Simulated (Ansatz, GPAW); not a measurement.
## One calculation of Nb, 3 ways

```
Nb
1.0
     0.00000    2.11500    2.11500
     2.11500    0.00000    2.11500
     2.11500    2.11500    0.00000
Nb
1
Direct
  0.00000 0.00000 0.00000
```

This isn't the form of Nb at room conditions, which is bcc.

Alike in all runs: task density of states; functional PBEsol; dispersion D4; k mesh 11 × 11 × 11; occupations fermi-dirac, width 0.05 eV; no spin polarisation; no spin-orbit coupling. Pressure is positive in compression and, in plane waves, holds the error of the finite cutoff, which Ansatz's Pulay term estimates and takes out.

```
                           program and potentials  plane-wave cutoff (eV)                                                                                   notes  pressure (GPa)
                               Ansatz, Ansatz PAW                     420  potentials made for PBE, which Ansatz adapts in part; Pulay term of +0.02 GPa included           -8.88
   Ansatz, all-electron LAPW, scalar-relativistic                       -                                                                                       -           -8.90
GPAW, PAW data sets generated for this functional                     600                                                                                       -           -9.50
```

The pressure spans -9.50 (GPAW, PAW data sets generated for this functional) to -8.88 GPa (Ansatz, Ansatz PAW), with all-electron results at -8.90.

The functional is the same throughout but for its coding, so the spread measures potentials, basis and numerics; runs on potential files found faulty are left out.
